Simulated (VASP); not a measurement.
# BAs: single point with PBE

BAs:

```xyz
2
Lattice="0.0000 2.4776 2.4776 2.4776 0.0000 2.4776 2.4776 2.4776 0.0000" Properties=species:S:1:pos:R:3 pbc="T T T"
B     0.0000    0.0000    0.0000
As    1.2388    1.2388    1.2388
```

| Item | Value |
| --- | --- |
| Program | VASP 6.6.1 |
| Task | single point |
| Functional | PBE |
| Potentials or basis | VASP PAW PBE potentials, release 64 (B, As) |
| Cutoff | 520 eV |
| k mesh | 2 × 2 × 2 |
| Occupations | gaussian, width 0.02 eV |
| Spin | no spin polarisation |

```yaml
Pressure: 0.0 GPa
Band_gap_on_the_k_mesh: 1.44 eV, indirect (least direct gap 3.04 eV)
```

Levels at points of the mesh, in eV from the valence-band top:
```
           k point  band 1  band 2  band 3  band 4  band 5  band 6  band 7  band 8  band 9
(0.00, 0.00, 0.00)  -14.52    0.00    0.00    0.00    3.04    3.04    3.04    3.38    9.07
(0.50, 0.00, 0.00)  -12.02   -8.10   -1.67   -1.67    2.06    4.53    4.53    8.58   11.98
(0.50, 0.50, 0.00)  -10.87   -7.98   -3.70   -3.70    1.44    1.45   10.34   10.34   11.99
```

Run time: 3.8 s on 1 thread of Intel(R) Xeon(R) Platinum 8259CL CPU @ 2.50GHz (Skylake/Cascade Lake) (shared host), peak memory 0.14 GiB.

Caveat: the k mesh is coarse (spacing up to 1.10 Å⁻¹), so the values aren't converged. A k mesh can miss the band edges.
